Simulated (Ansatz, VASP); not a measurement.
# Pb4O: VASP beside Ansatz

```
CELL_PARAMETERS angstrom
5.41703 0.00000 0.00000
0.00000 5.41703 0.00000
0.00000 0.00000 5.41703
ATOMIC_POSITIONS crystal
Pb 0.00000 0.50000 0.50000
Pb 0.50000 0.00000 0.50000
Pb 0.50000 0.50000 0.00000
Pb 0.50000 0.50000 0.50000
O 0.00000 0.00000 0.00000
```

Alike in both runs: task relaxation of cell and atoms; functional PBE; k mesh 4 × 4 × 4; occupations gaussian, width 0.1 eV; no spin polarisation.

```csv
,VASP,Ansatz
version,VASP 6.6.1,Ansatz 0.2.0
potentials or method,"VASP PAW PBE potentials, release 64 (Pb_d, O)","scalar-relativistic, plane waves, PAW"
plane-wave cutoff (eV),600,420
valence electrons in the cell,62,62
```

Ansatz gave:

```
gap on the k mesh at the Fermi level, each at its own relaxed structure (eV) : none
relaxed volume (Å³/atom)                                                     : 42.10
relaxed cell length with the largest relative difference (Å)                 : 5.949
energy change over the relaxation (meV/atom)                                 : -321
```

Task: Which values does VASP return?

Result: gap on the k mesh at the Fermi level, each at its own relaxed structure (eV): none; relaxed volume (Å³/atom): 41.87; relaxed cell length with the largest relative difference (Å): 5.938; energy change over the relaxation (meV/atom): -317.

A gap of «none» marks a metal or a gap that the smearing closes.

Caveats: the volume moved by over 15 % at a fixed basis, so the end points are rough. The runs have no spin-orbit coupling, so splittings on Pb are missing.
